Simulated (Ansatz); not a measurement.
The system is CuO.

```
Cu O
1.0
    -2.34185    1.71130    0.00000
     0.85003    0.00000   -5.05787
    -2.34185   -5.13390    0.00000
Cu O
4 4
Direct
  0.24800 0.00060 0.24330
  0.74800 0.00060 0.74330
  0.99800 0.50060 0.49330
  0.49800 0.50060 0.99330
  0.70720 0.75060 0.28410
  0.20720 0.75060 0.78410
  0.78880 0.25060 0.20250
  0.30482 0.24579 0.75612
```

Base run:

* Program: Ansatz 0.2.0
* Functional: r2SCAN
* Potentials or basis: Ansatz PAW
* Cutoff: 500 eV
* Density cutoff: 2000 eV
* k mesh: 9 × 5 × 5
* Occupations: fermi-dirac, width 0.05 eV
* Spin: no spin polarisation
* Hubbard terms: Cu d U = 5.3 eV

Its results: band gap on the k mesh none (metal or under the smearing width); pressure 4.3 GPa; largest force 2.670 eV/Å.

**Question.** The run is repeated on the same cell with these changes: functional from r2SCAN to PBEsol; cutoff from 500 eV to 420 eV; density cutoff from 2000 eV to 1680 eV. What comes out?

**Answer.** Band gap on the k mesh none (metal or under the smearing width); pressure 3.1 GPa; largest force 2.599 eV/Å.

Caveats: the run has no spin polarisation, though such a crystal can be magnetic; U without spin polarisation on a metal has little footing; the PAW data sets come from PBE, with cores solved anew for the run's functional, which leaves a small shift of forces and pressure; forces of over 1 eV/Å show positions far from the minimum, so gaps and moduli don't describe the material at rest.

Not every run made on this cell is shown here.
